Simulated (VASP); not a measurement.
# KI (Pm-3m) in VASP: a series of runs

One crystal, KI, is run at these levels: r2SCAN; tasks: single point.

All numbers are computed with VASP 6.6.1; they aren't measurements. Logs are shortened: lines on timing, memory, paths and dates and some standing lists are left out, and cuts for length are marked.

### 1 Starting point

The structure is cubic, space group Pm-3m (No. 221). Conventional cell: a = 4.291 Å, b = 4.291 Å, c = 4.291 Å, α = 90.00°, β = 90.00°, γ = 90.00°. I (site symmetry m-3m) is surrounded by 8 K at 3.72 Å. Around K (site symmetry m-3m) lie 8 I at 3.72 Å.

Measurements of this composition are mostly on another form, of space group No. 225.

### 2 Single point, r2SCAN

INCAR reads:

```
SYSTEM = KI
ADDGRID = .False.
ALGO = Normal
EDIFF = 1E-6
ENCUT = 400
ISIF = 2
ISMEAR = 0
LASPH = .True.
LCHARG = .False.
LMIXTAU = .True.
LREAL = .False.
LWAVE = .False.
METAGGA = R2SCAN
NBANDS = 15
NELM = 100
PREC = Accurate
SIGMA = 0.05
```

KPOINTS reads:

```
k-points
0
Gamma
  5 5 5
  0 0 0
```

POSCAR reads:

```
KI
1.0
    4.2911966600      0.0000000000      0.0000000000
    0.0000000000      4.2911966600      0.0000000000
    0.0000000000      0.0000000000      4.2911966600
I K
1 1
Direct
    0.5065330000      0.4906340000      0.4946390000
   -0.0062690000      0.0032140000     -0.0010130000
```

Potentials or basis: VASP PAW PBE potentials, release 64 (I, K_sv).

Started as:

```console
cat potpaw_PBE.64/I/POTCAR potpaw_PBE.64/K_sv/POTCAR > POTCAR
mpirun -np 1 vasp_std > vasp.out
```

OUTCAR:

```text
SYSTEM = KI
   EDIFF = 1E-6
   ENCUT = 400
   ISIF = 2
   ISMEAR = 0
   LASPH = .True.
   LREAL = .False.
   METAGGA = R2SCAN
   NELM = 100
   PREC = Accurate

 Found     63 irreducible k-points:

 Following reciprocal coordinates:
            Coordinates               Weight
  0.000000  0.000000  0.000000      1.000000
  0.200000  0.000000  0.000000      2.000000
  0.000000  0.200000  0.000000      2.000000
  0.000000  0.000000  0.200000      2.000000
  0.400000  0.000000  0.000000      2.000000
  0.000000  0.400000  0.000000      2.000000
   k-points           NKPTS =     63   k-points in BZ     NKDIM =     63   number of bands    NBANDS=     15
   number of dos      NEDOS =    301   number of ions     NIONS =      2
   total plane-waves  NPLWV =  21952
   dimension x,y,z NGX =    28 NGY =   28 NGZ =   28
   dimension x,y,z NGXF=    56 NGYF=   56 NGZF=   56
   ions per type =               1   1
   NGX,Y,Z   is equivalent  to a cutoff of  10.85, 10.85, 10.85 a.u.
   NGXF,Y,Z  is equivalent  to a cutoff of  21.70, 21.70, 21.70 a.u.
 SYSTEM =  KI
   PREC   = accura    normal or accurate (medium, high low for compatibility)
   ISTART =      0    job   : 0-new  1-cont  2-samecut
   ICHARG =      2    charge: 1-file 2-atom 10-const
   ISPIN  =      1    spin polarized calculation?
   LNONCOLLINEAR =      F non collinear calculations
   LSORBIT =      F    spin-orbit coupling
   LASPH  =      T    aspherical Exc in radial PAW
   ENCUT  =  400.0 eV  29.40 Ry    5.42 a.u.   7.00  7.00  7.00*2*pi/ulx,y,z
   NELM   =    100;   NELMIN=  2; NELMDL= -5     # of ELM steps
   EDIFF  = 0.1E-05   stopping-criterion for ELM
   LREAL  =      F    real-space projection
   EDIFFG = 0.1E-04   stopping-criterion for IOM
   NSW    =      0    number of steps for IOM
   IBRION =     -1    ionic relax: 0-MD 1-quasi-New 2-CG
   NFREE  =      0    steps in history (QN), initial steepest desc. (CG)
   ISIF   =      2    stress and relaxation
   ISYM   =      2    0-nonsym 1-usesym 2-fastsym
   POTIM  = 0.5000    time-step for ionic-motion
   TEBEG  =    0.0;   TEEND  =   0.0 temperature during run
   PSTRESS=    0.0 pullay stress
   NELECT =      16.0000    total number of electrons
   NUPDOWN=      -1.0000    fix difference up-down
   EMIN   =  10.00;   EMAX   =-10.00  energy-range for DOS
   EFERMI =   0.00;   METHOD = LEGACY
   ISMEAR =     0;   SIGMA  =   0.05  broadening in eV -4-tet -1-fermi 0-gaus
   EFERMI_NEDOS =   21; number of points for ismear=-14 and -15
   IALGO  =     38    algorithm
   IMIX   =      4    mixing-type and parameters
     AMIX     =   0.40;   BMIX     =  1.00
     AMIX_MAG =   1.60;   BMIX_MAG =  1.00
  volume/ion in A,a.u.               =      39.51       266.63
  Fermi-wavevector in a.u.,A,eV,Ry     =   0.961324  1.816639 12.573738  0.924144
  Thomas-Fermi vector in A             =   2.090686
   LORBIT       =      0    0 simple, 1 ext, 2 COOP (PROOUT), +10 PAW based schemes
   METAGGA = R2SCAN    functional components
   LHFCALC =     F    Hartree Fock is set to
   AEXX    =    0.0000 exact exchange contribution
   IVDW    =     0    specifies the selected vdW correction
   LEPSILON=     F    determine dielectric tensor
   LRPA    =     F    only Hartree local field effects (RPA)
 non-spin polarized calculation
 Gauss-broadening in eV      SIGMA  =   0.05
  energy-cutoff  :      400.00
  volume of cell :       79.02
 maximum number of plane-waves:      1446
   NGX = 13   NGY = 13   NGZ = 13

 number of electron      16.0000001 magnetization

 Free energy of the ion-electron system (eV)
  ---------------------------------------------------
  ext. energy  EPLUGINS =         0.00000000
  ---------------------------------------------------
  free energy    TOTEN  =       -33.85959248 eV

  energy without entropy =      -33.85959248  energy(sigma->0) =      -33.85959248

 E-fermi :   0.8282     XC(G=0):  -8.0465

 val. band max:        0.5188252991   @ k =   0.0000  -0.4000   0.4000
 cond. band min:       4.6154682305   @ k =   0.0000   0.0000   0.0000
 fundamental gap:      4.0966429313
 Fermi energy:         0.8282380334

 k-point     1 :       0.0000    0.0000    0.0000
  band No.  band energies     occupation
      1     -30.0062      2.00000
      2     -12.6885      2.00000
      3     -12.6877      2.00000
      4     -12.6876      2.00000
      5     -10.9131      2.00000
      6       0.2064      2.00000
      7       0.2070      2.00000
      8       0.2077      2.00000
      9       4.6155      0.00000
     10       5.8332      0.00000
     11       5.8384      0.00000
     12       9.6744      0.00000
     13       9.6807      0.00000
     14       9.6819      0.00000
     15      11.7301      0.00000

 k-point     2 :       0.2000    0.0000    0.0000
  band No.  band energies     occupation
      1     -30.0047      2.00000
      2     -12.7473      2.00000
      3     -12.6840      2.00000
      4     -12.6837      2.00000
      5     -10.8034      2.00000
      6      -0.6228      2.00000
      7       0.2351      2.00000
      8       0.2356      2.00000
      9       5.3487      0.00000
     10       6.1272      0.00000
     11       6.8040      0.00000
     12       9.5529      0.00000
     13       9.5589      0.00000
     14       9.8494      0.00000
     15      10.4496      0.00000

 k-point     3 :       0.0000    0.2000    0.0000
  band No.  band energies     occupation
      1     -30.0047      2.00000
      2     -12.7473      2.00000
      3     -12.6840      2.00000
      4     -12.6837      2.00000
      5     -10.8034      2.00000
      6      -0.6228      2.00000
      7       0.2351      2.00000
      8       0.2356      2.00000
      9       5.3487      0.00000
     10       6.1273      0.00000
     11       6.8038      0.00000
     12       9.5527      0.00000
     13       9.5590      0.00000
     14       9.8496      0.00000
     15      10.4491      0.00000

 k-point     4 :       0.0000    0.0000    0.2000
  band No.  band energies     occupation
      1     -30.0047      2.00000
      2     -12.7472      2.00000
      3     -12.6842      2.00000
      4     -12.6838      2.00000
      5     -10.8032      2.00000
      6      -0.6229      2.00000
      7       0.2352      2.00000
      8       0.2356      2.00000
      9       5.3485      0.00000
     10       6.1302      0.00000
     11       6.7993      0.00000
     12       9.5516      0.00000
     13       9.5588      0.00000
     14       9.8543      0.00000
     15      10.4350      0.00000

 k-point     5 :       0.4000    0.0000    0.0000
  band No.  band energies     occupation
      1     -30.0022      2.00000
      2     -12.8348      2.00000
      3     -12.6777      2.00000
      4     -12.6774      2.00000
      5     -10.6262      2.00000
      6      -1.5881      2.00000
      7       0.2807      2.00000
      8       0.2822      2.00000
      9       6.4546      0.00000
     10       6.9475      0.00000
     11       8.2228      0.00000
     12       8.6725      0.00000
     13       9.6482      0.00000
     14       9.6613      0.00000
     15      10.1953      0.00000

 k-point     6 :       0.0000    0.4000    0.0000
  band No.  band energies     occupation
      1     -30.0022      2.00000
      2     -12.8348      2.00000
      3     -12.6777      2.00000
      4     -12.6774      2.00000
      5     -10.6261      2.00000
      6      -1.5881      2.00000
      7       0.2807      2.00000
      8       0.2822      2.00000
      9       6.4546      0.00000
     10       6.9476      0.00000
     11       8.2226      0.00000
     12       8.6720      0.00000
     13       9.6482      0.00000
     14       9.6619      0.00000
     15      10.1954      0.00000

 [... further k-points ...]

------------------------ aborting loop because EDIFF is reached ----------------------------------------

  FORCE on cell =-STRESS in cart. coord.  units (eV):
  Direction    XX          YY          ZZ          XY          YZ          ZX
  --------------------------------------------------------------------------------------
  -------------------------------------------------------------------------------------
  Total        0.0407632      0.0410550      0.0426829     -0.0118922      0.0041273     -0.0040902
  in kB        0.8265010      0.8324173      0.8654250     -0.2411232      0.0836844     -0.0829321
  external PRESSURE =       0.8414478 kB  Pullay stress =       0.0000000 kB

 VOLUME and BASIS-vectors are now :
 -----------------------------------------------------------------------------
  energy-cutoff  :      400.00
  volume of cell :       79.02
      direct lattice vectors                 reciprocal lattice vectors
     4.291196660  0.000000000  0.000000000     0.233035230  0.000000000  0.000000000
     0.000000000  4.291196660  0.000000000     0.000000000  0.233035230  0.000000000
     0.000000000  0.000000000  4.291196660     0.000000000  0.000000000  0.233035230

 POSITION                                       TOTAL-FORCE (eV/Angst)
 -----------------------------------------------------------------------------------
      2.17363      2.10541      2.12259        -0.035584      0.034533      0.012419
      4.26430      0.01379      4.28685         0.035584     -0.034533     -0.012419
 -----------------------------------------------------------------------------------
    total drift:                               -0.000218     -0.000088      0.001541

  FREE ENERGIE OF THE ION-ELECTRON SYSTEM (eV)
  ---------------------------------------------------
  free  energy   TOTEN  =       -33.8595924813 eV

  energy  without entropy=      -33.8595924813  energy(sigma->0) =      -33.85959248
```

Wall time 2.3 min (1 thread of Intel Xeon Platinum 8259CL at 2.50GHz (Skylake/Cascade Lake), shared host); peak memory 0.19 GiB.

These settings aren't checked as converged: the numbers below hold their error.

Results:

- Free energy: -33.8596 eV
- Pressure: 0.1 GPa
- Largest force: 0.051 eV/Å
- Band gap on the k mesh: 4.10 eV, indirect (least direct gap 4.41 eV)

Caveat: the PAW data sets were made with another functional, which shifts forces and pressure a little; spin-orbit coupling is left out, which moves the levels of the heavy elements; an odd mesh through Γ misses points on the zone boundary, where band edges often lie.

### 3 Single point, r2SCAN

INCAR, as its differences from that of step 2:

```diff
@@ -4,3 +4,3 @@
 EDIFF = 1E-6
-ENCUT = 400
+ENCUT = 450
 ISIF = 2
```

KPOINTS is that of step 2.

POSCAR reads:

```
KI
1.0
    4.2911966600      0.0000000000      0.0000000000
    0.0000000000      4.2911966600      0.0000000000
    0.0000000000      0.0000000000      4.2911966600
I K
1 1
Direct
    0.5000000000      0.5000000000      0.5000000000
    0.0000000000      0.0000000000      0.0000000000
```

Potentials or basis: VASP PAW PBE potentials, release 64 (I, K_sv).

Started as:

```console
cat potpaw_PBE.64/I/POTCAR potpaw_PBE.64/K_sv/POTCAR > POTCAR
mpirun -np 1 vasp_std > vasp.out
```

Wall time 47 s (1 thread of Intel Xeon Platinum 8259CL at 2.50GHz (Skylake/Cascade Lake), shared host); peak memory 0.17 GiB.

The run converged, but some of its settings lie outside the range that counts as converged, so its numbers aren't taken as properties of the crystal.

What came out:

- Free energy: -33.8618 eV
- Pressure: 0.0 GPa
- Band gap on the k mesh: 4.10 eV, indirect (least direct gap 4.41 eV)

Caveat: the PAW data sets were made with another functional, which shifts forces and pressure a little; spin-orbit coupling is left out, which moves the levels of the heavy elements; an odd mesh through Γ misses points on the zone boundary, where band edges often lie.

### 4 Single point, r2SCAN

INCAR is that of step 3.

KPOINTS is that of step 3.

POSCAR reads:

```
KI
1.0
    4.2911966600      0.0000000000      0.0000000000
    0.0000000000      4.2911966600      0.0000000000
    0.0000000000      0.0000000000      4.2911966600
I K
1 1
Direct
    0.5065330000      0.4906340000      0.4946390000
   -0.0062690000      0.0032140000     -0.0010130000
```

Started as:

```console
cat potpaw_PBE.64/I/POTCAR potpaw_PBE.64/K_sv/POTCAR > POTCAR
mpirun -np 1 vasp_std > vasp.out
```

Run time: 3 min. Hardware: 1 thread of Intel Xeon Platinum 8259CL at 2.50GHz (Skylake/Cascade Lake), shared host; peak memory 0.2 GiB.

The run converged, but some of its settings lie outside the range that counts as converged, so its numbers aren't taken as properties of the crystal.

Results:

```yaml
Free_energy: -33.8598 eV
Pressure: 0.1 GPa
Largest_force: 0.051 eV/Å
Band_gap_on_the_k_mesh: 4.10 eV, indirect (least direct gap 4.41 eV)
```

Caveat: the PAW data sets were made with another functional, which shifts forces and pressure a little; spin-orbit coupling is left out, which moves the levels of the heavy elements; an odd mesh through Γ misses points on the zone boundary, where band edges often lie.

### 5 Single point, r2SCAN

INCAR, as its differences from that of step 4:

```diff
@@ -16,2 +16,2 @@
 PREC = Accurate
-SIGMA = 0.05
+SIGMA = 0.5
```

KPOINTS is that of step 4.

POSCAR reads:

```
KI
1.0
    4.2911966600      0.0000000000      0.0000000000
    0.0000000000      4.2911966600      0.0000000000
    0.0000000000      0.0000000000      4.2911966600
I K
1 1
Direct
    0.5000000000      0.5000000000      0.5000000000
    0.0000000000      0.0000000000      0.0000000000
```

Started as:

```console
cat potpaw_PBE.64/I/POTCAR potpaw_PBE.64/K_sv/POTCAR > POTCAR
mpirun -np 1 vasp_std > vasp.out
```

It took 46 s on 1 thread of Intel Xeon Platinum 8259CL at 2.50GHz (Skylake/Cascade Lake), shared host; peak memory 0.17 GiB.

These settings aren't checked as converged: the numbers below hold their error.

What came out:

```
Free energy            : -33.8618 eV
Pressure               : 0.0 GPa
Band gap on the k mesh : 4.10 eV, indirect (least direct gap 4.41 eV)
```

Caveat: the PAW data sets were made with another functional, which shifts forces and pressure a little; spin-orbit coupling is left out, which moves the levels of the heavy elements; an odd mesh through Γ misses points on the zone boundary, where band edges often lie.

### 6 The reference run

An earlier run on the cell as given: functional PBE; potentials or basis VASP PAW PBE potentials, release 64 (I, K_sv); cutoff 520 eV; k mesh 6 × 6 × 6; occupations fermi-dirac, width 0.05 eV; no spin polarisation.

- Pressure: 0.5 GPa
- Band gap on the k mesh: 3.33 eV, indirect (least direct gap 3.69 eV)
